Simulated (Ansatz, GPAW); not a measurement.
This is a calculation of LiCl for GPAW 26.7.0 (ASE script). 

Contents of run.py:

```python
from ase.dft.bandgap import bandgap
from ase.io import read, write
from ase.units import GPa
from gpaw import GPAW, PW

atoms = read('LiCl.xyz')

calc = GPAW(mode=PW(800),
            xc='PBE',
            kpts={'size': (9, 9, 9), 'gamma': True},
            occupations={'name': 'methfessel-paxton', 'order': 0, 'width': 0.018000000000000002},
            nbands=11,
            convergence={'density': 1e-05, 'energy': 1e-05},
            maxiter=150,
            txt='gpaw.txt')
atoms.calc = calc
energy = atoms.get_potential_energy()
forces = atoms.get_forces()
stress = atoms.get_stress()
calc.write('gs.gpw')
write('result.traj', atoms)
print(f'Energy: {energy:.6f} eV')
print('Forces (eV/A):')
print(forces.round(4))
print('Stress (GPa):', (stress / GPa).round(3))
print('Fermi level:', round(calc.get_fermi_level(), 4), 'eV')
print(f'Gap: {bandgap(calc)[0]:.4f} eV, direct: {bandgap(calc, direct=True)[0]:.4f} eV')
```

The input LiCl.xyz:

```xyz
2
Lattice="0.0000000000 2.5647700000 2.5647700000 2.5647700000 0.0000000000 2.5647700000 2.5647700000 2.5647700000 0.0000000000" Properties=species:S:1:pos:R:3 pbc="T T T"
Cl     2.5647700000      2.5647700000      2.5647700000
Li     0.0000000000      0.0000000000      0.0000000000
```

Potentials or basis: GPAW PAW data sets (gpaw-data 1.2.1), pw.

Command:

```bash
$ OMP_NUM_THREADS=1 python run.py
```

What does the same run look like in Ansatz 0.2.0? Potentials or basis there: all-electron LAPW, scalar-relativistic.

As run (cutoffs and basis follow the program's own potentials, and thresholds, step limits or extra output files can differ):

Contents of input.yaml:

```yaml
crystal:
  lattice:
    - [0.0, 2.56477, 2.56477]
    - [2.56477, 0.0, 2.56477]
    - [2.56477, 2.56477, 0.0]
  atoms:
    - { symbol: Cl, position: [0.5, 0.5, 0.5] }
    - { symbol: Li, position: [0.0, 0.0, 0.0] }
kpoints:
  mp_grid: { grid: [9, 9, 9] }
scf:
  occupations: { method: gaussian, width: 0.018 }
hamiltonian:
  xc: pbe
  pseudopotentials: { kind: all_electron, lapw: { basis_error: 0.001 } }
output:
  forces: true
  stress: true
  eigenvalues: true
```

Potentials or basis: all-electron LAPW, scalar-relativistic.

Command:

```sh
$ ansatz run input.yaml --threads 1 --pin off --max-ram 3072MiB --backend cpu --events-out ev --progress --plain --runs-dir out
```

Both were run:

|  | GPAW | Ansatz |
| --- | --- | --- |
| Pressure | 0.5 GPa | 0.4 GPa |

Where Ansatz's input types no cutoff or centring, it takes its own default and a Γ-centred mesh.

Pressure is positive in compression.
